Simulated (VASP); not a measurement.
# ZrSe2 in VASP: relaxation of cell and atoms with PBE+D3(BJ)

Aim: the relaxation of cell and atoms of ZrSe2 with PBE+D3(BJ).

Program: VASP 6.6.1. These are calculated values, not measurements. Logs are shortened: lines on timing, memory, paths and dates and some standing lists are left out, and cuts for length are marked.

### Step 1. The structure

The cell holds a sheet with vacuum, 3 atoms: a = 3.780 Å, b = 3.780 Å, c = 19.160 Å, α = 90.00°, β = 90.00°, γ = 120.00°.

The cell was built by a generator and needn't be a form met in nature.

### Step 2. Relaxation of cell and atoms, PBE+D3(BJ)

File INCAR:

```
  ALGO = Normal
  EDIFF = 1E-7
  EDIFFG = -0.005
  ENCUT = 600
  GGA = PE
  IBRION = 2
  ISIF = 3
  ISMEAR = 0
  IVDW = 12
  KPAR = 4
  LASPH = T
  LATTICE_CONSTRAINTS = .TRUE. .TRUE. .FALSE.
  LCHARG = F
  LREAL = F
  LWAVE = F
  NELM = 120
  NSW = 60
  PREC = Accurate
  SIGMA = 0.03
```

File KPOINTS:

```
k-points
0
Gamma
  12 12 1
```

File POSCAR:

```
ZrSe2
1.0
    3.7800000000      0.0000000000      0.0000000000
   -1.8900000000      3.2735760300      0.0000000000
    0.0000000000      0.0000000000     19.1600000000
Se Zr
2 1
Direct
    0.3333330000      0.6666670000      0.4175365300
    0.6666670000      0.3333330000      0.5824634700
    0.0000000000      0.0000000000      0.5000000000
```

Potentials or basis: VASP PAW PBE potentials, release 64 (Se, Zr_sv).

The run is started by

```
cat potpaw_PBE.64/Se/POTCAR potpaw_PBE.64/Zr_sv/POTCAR > POTCAR
mpirun -np 4 vasp_std > vasp.out
```

OUTCAR:

```text
EDIFF = 1E-7
   EDIFFG = -0.005
   ENCUT = 600
   GGA = PE
   IBRION = 2
   ISIF = 3
   ISMEAR = 0
   IVDW = 12
   LASPH = T
   LREAL = F
   NELM = 120
   NSW = 60
   PREC = Accurate
 IVDW          = 12

 ion  position               nearest neighbor table
   1  0.333  0.667  0.418-   3 2.69   3 2.69   3 2.69
   2  0.667  0.333  0.582-   3 2.69   3 2.69   3 2.69
   3  0.000  0.000  0.500-   1 2.69   2 2.69   2 2.69   1 2.69   2 2.69   1 2.69

  LATTYP: Found a hexagonal cell.
 ALAT       =     3.7800000000
 C/A-ratio  =     5.0687830688

  Lattice vectors:

 A1 = (   3.7800000000,   0.0000000000,   0.0000000000)
 A2 = (  -1.8900000000,   3.2735760300,   0.0000000000)
 A3 = (   0.0000000000,   0.0000000000,  19.1600000000)

Analysis of symmetry for initial positions (statically):
=====================================================================
 Subroutine PRICEL returns:
 Original cell was already a primitive cell.

 Routine SETGRP: Setting up the symmetry group for a
 hexagonal supercell.

 Subroutine GETGRP returns: Found 12 space group operations
 (whereof 12 operations were pure point group operations)
 out of a pool of 24 trial point group operations.

The static configuration has the point symmetry D_3d.

Analysis of symmetry for dynamics (positions and initial velocities):
=====================================================================
 Subroutine PRICEL returns:
 Original cell was already a primitive cell.

 Routine SETGRP: Setting up the symmetry group for a
 hexagonal supercell.

 Subroutine GETGRP returns: Found 12 space group operations
 (whereof 12 operations were pure point group operations)
 out of a pool of 24 trial point group operations.

The dynamic configuration has the point symmetry D_3d.

 Subroutine INISYM returns: Found 12 space group operations
 (whereof 12 operations are pure point group operations),
 and found     1 'primitive' translations

----------------------------------------------------------------------------------------

                                     Primitive cell

  volume of cell :     237.0881

  direct lattice vectors                    reciprocal lattice vectors
     3.780000000  0.000000000  0.000000000     0.264550265  0.152738166  0.000000000
    -1.890000000  3.273576030  0.000000000     0.000000000  0.305476333  0.000000000
     0.000000000  0.000000000 19.160000000     0.000000000  0.000000000  0.052192067

  length of vectors
     3.780000000  3.780000003 19.160000000     0.305476333  0.305476333  0.052192067

  position of ions in fractional coordinates (direct lattice)
     0.333333000  0.666667000  0.417536530
     0.666667000  0.333333000  0.582463470
     0.000000000  0.000000000  0.500000000

  ion indices of the primitive-cell ions
   primitive index   ion index
                 1           1
                 2           2
                 3           3

----------------------------------------------------------------------------------------

 KPOINTS: k-points

Automatic generation of k-mesh.
 Grid dimensions read from file:
 generate k-points for:   12   12    1

 Generating k-lattice:

  Cartesian coordinates                     Fractional coordinates (reciprocal lattice)
     0.022045855  0.012728181  0.000000000     0.083333333  0.000000000  0.000000000
     0.000000000  0.025456361  0.000000000     0.000000000  0.083333333  0.000000000
     0.000000000  0.000000000  0.052192067     0.000000000  0.000000000  1.000000000

  Length of vectors
     0.025456361  0.025456361  0.052192067

  Shift w.r.t. Gamma in fractional coordinates (k-lattice)
     0.000000000  0.000000000  0.000000000

 Subroutine IBZKPT returns following result:
 ===========================================

 Found     19 irreducible k-points:

 Following reciprocal coordinates:
            Coordinates               Weight
  0.000000  0.000000  0.000000      1.000000
  0.083333  0.000000  0.000000      6.000000
  0.166667  0.000000  0.000000      6.000000
  0.250000  0.000000  0.000000      6.000000
  0.333333  0.000000  0.000000      6.000000
  0.416667  0.000000  0.000000      6.000000
[... 11 lines left out ...]
  0.333333  0.250000  0.000000     12.000000
  0.333333  0.333333  0.000000      2.000000
   k-points           NKPTS =     19   k-points in BZ     NKDIM =     19   number of bands    NBANDS=     16
   number of dos      NEDOS =    301   number of ions     NIONS =      3
   total plane-waves  NPLWV = 144000
   dimension x,y,z NGX =    30 NGY =   30 NGZ =  160
   dimension x,y,z NGXF=    60 NGYF=   60 NGZF=  320
   ions per type =               2   1
   NGX,Y,Z   is equivalent  to a cutoff of  13.19, 13.19, 13.88 a.u.
   NGXF,Y,Z  is equivalent  to a cutoff of  26.39, 26.39, 27.77 a.u.
 SYSTEM =  unknown system
   PREC   = accura    normal or accurate (medium, high low for compatibility)
   ISTART =      0    job   : 0-new  1-cont  2-samecut
   ICHARG =      2    charge: 1-file 2-atom 10-const
   ISPIN  =      1    spin polarized calculation?
   LNONCOLLINEAR =      F non collinear calculations
   LSORBIT =      F    spin-orbit coupling
   LASPH  =      T    aspherical Exc in radial PAW
   ENCUT  =  600.0 eV  44.10 Ry    6.64 a.u.   7.55  7.55 38.27*2*pi/ulx,y,z
   NELM   =    120;   NELMIN=  2; NELMDL= -5     # of ELM steps
   EDIFF  = 0.1E-06   stopping-criterion for ELM
   LREAL  =      F    real-space projection
   EDIFFG = -.5E-02   stopping-criterion for IOM
   NSW    =     60    number of steps for IOM
   IBRION =      2    ionic relax: 0-MD 1-quasi-New 2-CG
   NFREE  =      1    steps in history (QN), initial steepest desc. (CG)
   ISIF   =      3    stress and relaxation
   ISYM   =      2    0-nonsym 1-usesym 2-fastsym
   POTIM  = 0.5000    time-step for ionic-motion
   TEBEG  =    0.0;   TEEND  =   0.0 temperature during run
   PSTRESS=    0.0 pullay stress
   NELECT =      24.0000    total number of electrons
   NUPDOWN=      -1.0000    fix difference up-down
   EMIN   =  10.00;   EMAX   =-10.00  energy-range for DOS
   EFERMI =   0.00;   METHOD = LEGACY
   ISMEAR =     0;   SIGMA  =   0.03  broadening in eV -4-tet -1-fermi 0-gaus
   EFERMI_NEDOS =   21; number of points for ismear=-14 and -15
   IALGO  =     38    algorithm
   IMIX   =      4    mixing-type and parameters
     AMIX     =   0.40;   BMIX     =  1.00
     AMIX_MAG =   1.60;   BMIX_MAG =  1.00
  volume/ion in A,a.u.               =      79.03       533.32
  Fermi-wavevector in a.u.,A,eV,Ry     =   0.762972  1.441808  7.920311  0.582126
  Thomas-Fermi vector in A             =   1.862551
   LORBIT       =      0    0 simple, 1 ext, 2 COOP (PROOUT), +10 PAW based schemes
   GGA     = PE    functional components
   LHFCALC =     F    Hartree Fock is set to
   AEXX    =    0.0000 exact exchange contribution
   IVDW    =    12    specifies the selected vdW correction
   LEPSILON=     F    determine dielectric tensor
   LRPA    =     F    only Hartree local field effects (RPA)
 conjugate gradient relaxation of ions
 non-spin polarized calculation
 Gauss-broadening in eV      SIGMA  =   0.03
  energy-cutoff  :      600.00
  volume of cell :      237.09
 maximum number of plane-waves:      7965
   NGX = 15   NGY = 15   NGZ = 77

--------------------------------------- Ionic step        1  -------------------------------------------

 number of electron      24.0000001 magnetization

 Free energy of the ion-electron system (eV)
  ---------------------------------------------------
  ext. energy  EPLUGINS =         0.00000000
  ---------------------------------------------------
  free energy    TOTEN  =       -19.59106337 eV

  energy without entropy =      -19.59106337  energy(sigma->0) =      -19.59106337

------------------------ aborting loop because EDIFF is reached ----------------------------------------

 Edisp (eV)   -0.81082

 E8    (eV) :    -0.3886

  FORCE on cell =-STRESS in cart. coord.  units (eV):
  Direction    XX          YY          ZZ          XY          YZ          ZX
  --------------------------------------------------------------------------------------
  -------------------------------------------------------------------------------------
  Total      -0.32942    -0.32942     0.11559     0.00000     0.00000    -0.00000
  in kB      -2.22614    -2.22614     0.78115     0.00000     0.00000    -0.00000
  external pressure =       -1.22 kB  Pullay stress =        0.00 kB

 VOLUME and BASIS-vectors are now :
 -----------------------------------------------------------------------------
  energy-cutoff  :      600.00
  volume of cell :      237.09
      direct lattice vectors                 reciprocal lattice vectors
     3.780000000  0.000000000  0.000000000     0.264550265  0.152738166  0.000000000
    -1.890000000  3.273576030  0.000000000     0.000000000  0.305476333  0.000000000
     0.000000000  0.000000000 19.160000000     0.000000000  0.000000000  0.052192067
[... 165 lines left out ...]
 POSITION                                       TOTAL-FORCE (eV/Angst)
 -----------------------------------------------------------------------------------
     -0.00000      2.16757      7.98357         0.000000      0.000000      0.008380
      1.87718      1.08379     11.17643        -0.000000      0.000000     -0.008380
     -0.00000      0.00000      9.58000        -0.000000      0.000000      0.000000
 -----------------------------------------------------------------------------------
    total drift:                                0.000000      0.000000      0.000000

  FREE ENERGIE OF THE ION-ELECTRON SYSTEM (eV)
  ---------------------------------------------------
  free  energy   TOTEN  =       -20.4046804746 eV

  energy  without entropy=      -20.4046804746  energy(sigma->0) =      -20.40468047

--------------------------------------- Ionic step        6  -------------------------------------------

 number of electron      24.0000001 magnetization

 Free energy of the ion-electron system (eV)
  ---------------------------------------------------
  ext. energy  EPLUGINS =         0.00000000
  ---------------------------------------------------
  free energy    TOTEN  =       -19.58500105 eV

  energy without entropy =      -19.58500105  energy(sigma->0) =      -19.58500105

 E-fermi :  -2.1327     XC(G=0):  -3.6238

 val. band max:       -2.2959726938   @ k =   0.0000   0.0000   0.0000
 cond. band min:      -1.9198711909   @ k =   0.5000   0.0000   0.0000
 fundamental gap:      0.3761015029
 Fermi energy:        -2.1326838830

 k-point     1 :       0.0000    0.0000    0.0000
  band No.  band energies     occupation
      1     -51.7470      2.00000
      2     -29.7932      2.00000
      3     -29.6788      2.00000
      4     -29.6788      2.00000
      5     -15.3322      2.00000
      6     -14.4503      2.00000
[... 8 lines left out ...]
     15      -0.6807      0.00000
     16       2.1791      0.00000
[... 366 lines left out ...]
 POSITION                                       TOTAL-FORCE (eV/Angst)
 -----------------------------------------------------------------------------------
     -0.00000      2.16802      7.98481        -0.000000      0.000000     -0.000897
      1.87756      1.08401     11.17519         0.000000     -0.000000      0.000897
      0.00000      0.00000      9.58000         0.000000      0.000000      0.000000
 -----------------------------------------------------------------------------------
    total drift:                               -0.000000     -0.000000      0.000000

  FREE ENERGIE OF THE ION-ELECTRON SYSTEM (eV)
  ---------------------------------------------------
  free  energy   TOTEN  =       -20.4046922691 eV

  energy  without entropy=      -20.4046922691  energy(sigma->0) =      -20.40469227

 reached required accuracy - stopping structural energy minimisation
```

It took 2.5 min on 4 MPI ranks of Intel Xeon Platinum 8488C (Sapphire Rapids), shared host; peak memory 0.47 GiB.

Results:

```yaml
Free_energy: -20.4047 eV
Relaxed_volume: 77.99 Å³/atom
Relaxed_cell: a = 3.755 Å, b = 3.755 Å, c = 19.160 Å, α = 90.00°, β = 90.00°, γ = 120.00°
Space_group_after_relaxing_to_0.05_Å: P-3m1 (No. 164)
Energy_gained_by_relaxing: 0.9 meV/atom
Ionic_steps: 6
Band_gap_on_the_k_mesh: 0.38 eV, indirect (least direct gap 1.10 eV)
Dispersion_energy_per_atom: -0.273 eV
```

Step by step:
| step | energy change (eV) | largest force (eV/Å) | pressure (GPa) | volume (Å³) |
| --- | --- | --- | --- | --- |
| 1 | 0.0000 | 0.0414 | -0.12 | 237.09 |
| 2 | -0.0015 | 0.1140 | 0.13 | 234.58 |
| 3 | -0.0015 | 0.1013 | 0.09 | 235.01 |
| 4 | -0.0023 | 0.0622 | 0.05 | 234.61 |
| 5 | -0.0028 | 0.0084 | -0.01 | 233.88 |
| 6 | -0.0028 | 0.0009 | 0.00 | 233.98 |

Final structure:
```cif
data_structure
_symmetry_space_group_name_H-M 'P 1'
_symmetry_Int_Tables_number 1
_cell_length_a 3.7551
_cell_length_b 3.7551
_cell_length_c 19.1600
_cell_angle_alpha 90.000
_cell_angle_beta 90.000
_cell_angle_gamma 120.000
_cell_volume 233.98
loop_
_atom_site_label
_atom_site_type_symbol
_atom_site_fract_x
_atom_site_fract_y
_atom_site_fract_z
_atom_site_occupancy
Se1 Se 0.33333 0.66667 0.41674 1
Se2 Se 0.66667 0.33333 0.58326 1
Zr1 Zr 0.00000 0.00000 0.50000 1
```

Expect the measured gap to be larger: semilocal functionals such as PBE lack the derivative discontinuity.
